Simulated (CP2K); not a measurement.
# W (Im-3m) in CP2K: notebook

The runs below take W through band structure, with LDA, PBEsol.

Program: CP2K 2026.2. These are calculated values, not measurements. Logs are shortened: lines on timing, memory, paths and dates and some standing lists are left out, and cuts for length are marked.

### 1 Starting point

The structure is cubic, space group Im-3m (No. 229). Conventional cell: a = 3.165 Å, b = 3.165 Å, c = 3.165 Å, α = 90.00°, β = 90.00°, γ = 90.00°. W (site symmetry m-3m) has 8 W at 2.74 Å as nearest neighbours.

### 2 Band structure, LDA

w_bands.inp reads:

```
&GLOBAL
  PROJECT w_bands
  RUN_TYPE ENERGY_FORCE
  PRINT_LEVEL LOW
&END GLOBAL
&FORCE_EVAL
  METHOD QS
  STRESS_TENSOR ANALYTICAL
  &DFT
    BASIS_SET_FILE_NAME BASIS_MOLOPT_UZH
    POTENTIAL_FILE_NAME GTH_POTENTIALS
    &MGRID
      CUTOFF 450
      REL_CUTOFF 60
      NGRIDS 5
    &END MGRID
    &QS
      METHOD GPW
      EPS_DEFAULT 1.0E-9
    &END QS
    &KPOINTS
      SCHEME MONKHORST-PACK 12 12 12
      GAMMA_CENTERED T
      SYMMETRY T
      SYMMETRY_BACKEND SPGLIB
    &END KPOINTS
    &SCF
      SCF_GUESS ATOMIC
      EPS_SCF 1.0E-6
      MAX_SCF 100
      ADDED_MOS 11
      CHOLESKY OFF
      EPS_EIGVAL 1.0E-7
      &DIAGONALIZATION ON
        ALGORITHM STANDARD
      &END DIAGONALIZATION
      &MIXING ON
        METHOD BROYDEN_MIXING
        ALPHA 0.4
        BETA 1.5
        NBUFFER 8
      &END MIXING
      &SMEAR ON
        METHOD FERMI_DIRAC
        ELECTRONIC_TEMPERATURE [K] 300.557
      &END SMEAR
    &END SCF
    &XC
      &XC_FUNCTIONAL
        &LDA_X
        &END LDA_X
        &LDA_C_PW
        &END LDA_C_PW
      &END XC_FUNCTIONAL
    &END XC
    &PRINT
      &KPOINTS ON
      &END KPOINTS
      &MULLIKEN ON
      &END MULLIKEN
      &MO ON
        ENERGIES T
        OCCUPATION_NUMBERS T
        &EACH
          QS_SCF 0
        &END EACH
        ADD_LAST NUMERIC
      &END MO
      &LOWDIN ON
      &END LOWDIN
      &HIRSHFELD ON
        SHAPE_FUNCTION DENSITY
      &END HIRSHFELD
      &BAND_STRUCTURE
        FILE_NAME bands.bs
        ADDED_MOS 6
        &KPOINT_SET
          UNITS B_VECTOR
          NPOINTS 6
          SPECIAL_POINT GAMMA 0.00000000 0.00000000 0.00000000
          SPECIAL_POINT H 0.50000000 -0.50000000 0.50000000
          SPECIAL_POINT N 0.00000000 0.00000000 0.50000000
          SPECIAL_POINT GAMMA 0.00000000 0.00000000 0.00000000
          SPECIAL_POINT P 0.25000000 0.25000000 0.25000000
          SPECIAL_POINT H 0.50000000 -0.50000000 0.50000000
        &END KPOINT_SET
        &KPOINT_SET
          UNITS B_VECTOR
          NPOINTS 6
          SPECIAL_POINT P 0.25000000 0.25000000 0.25000000
          SPECIAL_POINT N 0.00000000 0.00000000 0.50000000
        &END KPOINT_SET
      &END BAND_STRUCTURE
    &END PRINT
  &END DFT
  &SUBSYS
    &CELL
      ABC 2.7407019351 2.7407019351 2.7407019351
      ALPHA_BETA_GAMMA 109.4712206334 109.4712206344 109.4712206344
      PERIODIC XYZ
    &END CELL
    &COORD
      SCALED
      W   0.0000000000 0.0000000000 0.0000000000
    &END COORD
    &KIND W
      BASIS_SET TZVP-MOLOPT-PBE-GTH-q14
      POTENTIAL GTH-PADE-q14
    &END KIND
    &PRINT
      &ATOMIC_COORDINATES ON
      &END ATOMIC_COORDINATES
      &CELL ON
      &END CELL
    &END PRINT
  &END SUBSYS
  &PRINT
    &FORCES ON
    &END FORCES
    &STRESS_TENSOR ON
    &END STRESS_TENSOR
  &END PRINT
&END FORCE_EVAL
```

Potentials or basis: GTH_POTENTIALS W GTH-PADE-q14; TZVP-MOLOPT-PBE-GTH basis.

Started as:

```sh
$ OMP_NUM_THREADS=2 cp2k.psmp -i w_bands.inp -o w_bands.out
```

w_bands.out:

```text

 CP2K| version string:                                       CP2K version 2026.2
 CP2K| Input file name                                               w_bands.inp

 GLOBAL| Force Environment number                                              1
 GLOBAL| Basis set file name                                    BASIS_MOLOPT_UZH
 GLOBAL| Potential file name                                      GTH_POTENTIALS
 GLOBAL| MM Potential file name                                     MM_POTENTIAL
 GLOBAL| Coordinate file name                                      __STD_INPUT__
 GLOBAL| Method name                                                        CP2K
 GLOBAL| Project name                                                    w_bands
 GLOBAL| Run type                                                   ENERGY_FORCE
 GLOBAL| FFT library                                                       FFTW3
 GLOBAL| Diagonalization library                                       ScaLAPACK
 GLOBAL| Cholesky decomposition library                                ScaLAPACK
 GLOBAL| DGEMM library                                                      BLAS
 GLOBAL| Direct generalized diagonalization requested                          F
 GLOBAL| Matrix multiplication library                                 ScaLAPACK
 GLOBAL| Global print level                                                  LOW
 GLOBAL| Total number of message passing processes                             1
 GLOBAL| Number of threads for this process                                    2
 GLOBAL| CPU model name                                                  UNKNOWN

 CELL| Volume [angstrom^3]:                                            15.847601
 CELL| Vector a [angstrom]:       2.741     0.000     0.000   |a| =     2.740702
 CELL| Vector b [angstrom]:      -0.914     2.584     0.000   |b| =     2.740702
 CELL| Vector c [angstrom]:      -0.914    -1.292     2.238   |c| =     2.740702
 CELL| Angle (b,c), alpha [degree]:                                   109.471221
 CELL| Angle (a,c), beta  [degree]:                                   109.471221
 CELL| Angle (a,b), gamma [degree]:                                   109.471221
 CELL| Numerically orthorhombic:                                              NO
 CELL| Periodicity                                                           XYZ

 CELL_REF| Volume [angstrom^3]:                                        15.847601
 CELL_REF| Vector a [angstrom     2.741     0.000     0.000   |a| =     2.740702
 CELL_REF| Vector b [angstrom    -0.914     2.584     0.000   |b| =     2.740702
 CELL_REF| Vector c [angstrom    -0.914    -1.292     2.238   |c| =     2.740702
 CELL_REF| Angle (b,c), alpha [degree]:                               109.471221
 CELL_REF| Angle (a,c), beta  [degree]:                               109.471221
 CELL_REF| Angle (a,b), gamma [degree]:                               109.471221
 CELL_REF| Numerically orthorhombic:                                          NO
 CELL_REF| Periodicity                                                       XYZ

 GENERATE|  Preliminary Number of Bonds generated:                             0
 GENERATE|  Achieved consistency in connectivity generation.

 *******************************************************************************
 *******************************************************************************
 **            Copyright (C) by CP2K developers group (2000-2026)             **
 *******************************************************************************

 TOTAL NUMBERS AND MAXIMUM NUMBERS

  Total number of            - Atomic kinds:                                   1
                             - Atoms:                                          1
                             - Shell sets:                                     1
                             - Shells:                                        11
                             - Primitive Cartesian functions:                  6
                             - Cartesian basis functions:                     41
                             - Spherical basis functions:                     35

  Maximum angular momentum of- Orbital basis functions:                        3
                             - Local part of the GTH pseudopotential:          2
                             - Non-local part of the GTH pseudopotential:      4

 MODULE QUICKSTEP: ATOMIC COORDINATES IN ANGSTROM

   Atom Kind Element         X             Y             Z       Z(eff)     Mass
      1    1 W    74      0.000000      0.000000      0.000000  14.0000 183.8400

 SCF PARAMETERS         Density guess:                                    ATOMIC
                        --------------------------------------------------------
                        max_scf:                                             100
                        max_scf_history:                                       0
[... 72 lines left out ...]
 BRILLOUIN|    40           0.01389       -0.33333       -0.16667        0.16667
 [... further k-points ...]
 *******************************************************************************

 Extrapolation method: initial_guess

 Number of electrons:                                                         14
 Number of occupied orbitals:                                                  7
 Number of molecular orbitals:                                                18

 Number of orbital functions:                                                 35
 Number of independent orbital functions:                                     35

 SCF WAVEFUNCTION OPTIMIZATION

  Step     Update method      Time    Convergence         Total energy    Change
  ------------------------------------------------------------------------------
     1 NoMix/Diag. 0.40E+00    8.3    87.21986756       -68.8190699640 -6.88E+01
     2 Broy./Diag. 0.40E+00    5.1     0.72037713       -68.3348284572  4.84E-01
     3 Broy./Diag. 0.40E+00    5.2     1.30914522       -68.6647330317 -3.30E-01
     4 Broy./Diag. 0.40E+00    5.3     0.05688053       -68.6663419189 -1.61E-03
     5 Broy./Diag. 0.40E+00    5.2     0.02633750       -68.6342398551  3.21E-02
     6 Broy./Diag. 0.40E+00    5.5     0.00053727       -68.6230736545  1.12E-02
     7 Broy./Diag. 0.40E+00    5.5     0.00036636       -68.6227818588  2.92E-04
     8 Broy./Diag. 0.40E+00    5.5     0.00019404       -68.6227870063 -5.15E-06
     9 Broy./Diag. 0.40E+00    5.6     0.00006089       -68.6228085204 -2.15E-05
    10 Broy./Diag. 0.40E+00    5.5     0.00000369       -68.6228097526 -1.23E-06
    11 Broy./Diag. 0.40E+00    5.5     0.00000123       -68.6228083911  1.36E-06
    12 Broy./Diag. 0.40E+00    5.5     0.00000024       -68.6228080715  3.20E-07

  *** SCF run converged in    12 steps ***

  Electronic density on regular grids:        -13.9999999993        0.0000000007
  Core density on regular grids:               13.9999999874       -0.0000000126
  Total charge density on r-space grids:       -0.0000000119
  Total charge density g-space grids:          -0.0000000119

  Overlap energy of the core charge distribution:               0.00000000179577
  Self energy of the core charge distribution:               -102.38996145866689
  Core Hamiltonian energy:                                     23.14466444929883
  Hartree energy:                                              18.30517764052916
  Exchange-correlation energy:                                 -7.68263802503456
  Electronic entropic energy:                                  -0.00005067939467
  Fermi energy:                                                 0.58149606324653

  Total energy:                                               -68.62280807147063
  Total energy (extrapolated to T->0):                        -68.62278273177330

 MO| EIGENVALUES AND OCCUPATION NUMBERS FOR K POINT 1
 MO|
 MO|  Index      Eigenvalue [a.u.]        Eigenvalue [eV]             Occupation
 MO|      1              -2.146717             -58.415140               2.000000
 MO|      2              -0.836859             -22.772096               2.000000
 MO|      3              -0.836839             -22.771544               2.000000
 MO|      4              -0.794627             -21.622906               2.000000
 MO|      5               0.419937              11.427056               2.000000
 MO|      6               0.419938              11.427097               2.000000
[... 328 lines left out ...]
 MO|     17               1.773251              48.252626               0.000000
 MO|     18               1.985044              54.015786               0.000000
 MO| Sum:                                                              14.000000
 MO| E(Fermi):            0.581496 a.u.         15.823313 eV
 MO| Band gap:            0.184838 a.u.          5.029688 eV

 [... the levels of further k-points ...]

 !-----------------------------------------------------------------------------!
                     Mulliken Population Analysis

 #  Atom  Element  Kind  Atomic population                           Net charge
       1     W        1         14.000000                              0.000000
 # Total charge                             14.000000                  0.000000

 !-----------------------------------------------------------------------------!

 !-----------------------------------------------------------------------------!
                           Hirshfeld Charges

  #Atom  Element  Kind  Ref Charge     Population                    Net charge
      1       W      1      14.000         14.000                        -0.000

  Total Charge                                                           -0.000
 !-----------------------------------------------------------------------------!

 LOWDIN POPULATION ANALYSIS

 #  Atom  Element  Kind  Atomic population                           Net charge
       1     W        1         14.000000                              0.000000
 # Total charge                             14.000000                  0.000000

 KPOINTS| Band Structure Calculation
 KPOINTS| Number of k-point sets                                               2
 KPOINTS| Number of added MOs/bands                                            6
 KPOINTS| Number of k-points in set    1                                      31
 KPOINTS| In units of b-vector [2pi/Bohr]
 KPOINTS| Special point     1       GAMMA     0.000000     0.000000     0.000000
 KPOINTS| Special point     2           H     0.500000    -0.500000     0.500000
 KPOINTS| Special point     3           N     0.000000     0.000000     0.500000
 KPOINTS| Special point     4       GAMMA     0.000000     0.000000     0.000000
 KPOINTS| Special point     5           P     0.250000     0.250000     0.250000
 KPOINTS| Special point     6           H     0.500000    -0.500000     0.500000
 KPOINTS| Number of k-points in set    2                                       7
 KPOINTS| In units of b-vector [2pi/Bohr]
 KPOINTS| Special point     1           P     0.250000     0.250000     0.250000
 KPOINTS| Special point     2           N     0.000000     0.000000     0.500000

 ENERGY| Total FORCE_EVAL ( QS ) energy [hartree]            -68.622808064797326

 FORCES| Atomic forces [hartree/bohr]
 FORCES|   Atom     x               y               z               |f|
 FORCES|      1 -1.73128135E-13 -2.39429982E-13  1.90047680E-13   3.51309248E-13
 FORCES| Sum    -1.73128135E-13 -2.39429982E-13  1.90047680E-13
 FORCES| Total atomic force                                       3.51309248E-13

 STRESS| Analytical stress tensor [bar]
 STRESS|                        x                   y                   z
 STRESS|      x       -6.79863426366E+05   1.16668141577E+03   8.76300301158E+00
 STRESS|      y        1.16668141577E+03  -6.75806376792E+05   7.39692663240E+00
 STRESS|      z        8.76300301158E+00   7.39692663240E+00  -6.79660751148E+05
 STRESS| 1/3 Trace                                            -6.78443518102E+05
 STRESS| Determinant                                          -3.12273311302E+17

 STRESS| Eigenvectors and eigenvalues of the analytical stress tensor [bar]
 STRESS|                        1                   2                   3
 STRESS| Eigenvalues  -6.80175083127E+05  -6.79660688777E+05  -6.75494782402E+05
 STRESS|      x           0.966068514352      0.011735208974      0.258019205580
 STRESS|      y          -0.257971076274     -0.005471159799      0.966137148761
 STRESS|      z          -0.012749485643      0.999916172127      0.002258170729
```

It took 78 s on 2 threads of Arm Neoverse V2, shared host; peak memory 0.27 GiB.

What came out:

- Free energy: -1867.3216 eV
- Pressure: -67.8 GPa
- Band gap on the k mesh: none (metal or under the smearing width)

Levels at the corners of the path, in eV from the Fermi level:
| point | band 5 | band 6 | band 7 | band 8 | band 9 | band 10 |
| --- | --- | --- | --- | --- | --- | --- |
| Γ | -9.96 | -1.39 | -1.39 | -1.39 | 2.25 | 2.26 |
| H | -6.08 | -6.08 | 5.25 | 5.25 | 5.26 | 8.62 |
| N | -6.34 | -3.79 | 1.02 | 2.03 | 3.07 | 6.11 |
| Γ | -9.96 | -1.39 | -1.39 | -1.39 | 2.25 | 2.26 |
| P | -2.55 | -2.55 | -2.55 | 3.17 | 3.19 | 6.28 |
| H | -6.08 | -6.08 | 5.25 | 5.25 | 5.26 | 8.62 |
| P | -2.55 | -2.55 | -2.55 | 3.17 | 3.19 | 6.28 |
| N | -6.34 | -3.79 | 1.02 | 2.03 | 3.07 | 6.11 |

Caveat: a pressure of tens of GPa on the cell as given is suspect, and the run, the potentials or the cell itself is likely at fault; spin-orbit coupling is left out, which moves the levels of the heavy elements; the basis of atomic orbitals isn't converged, which shifts pressures, moduli and gaps; the real-space grid breaks the cell's symmetry a little.

(Part 1 of 2 ends here.)
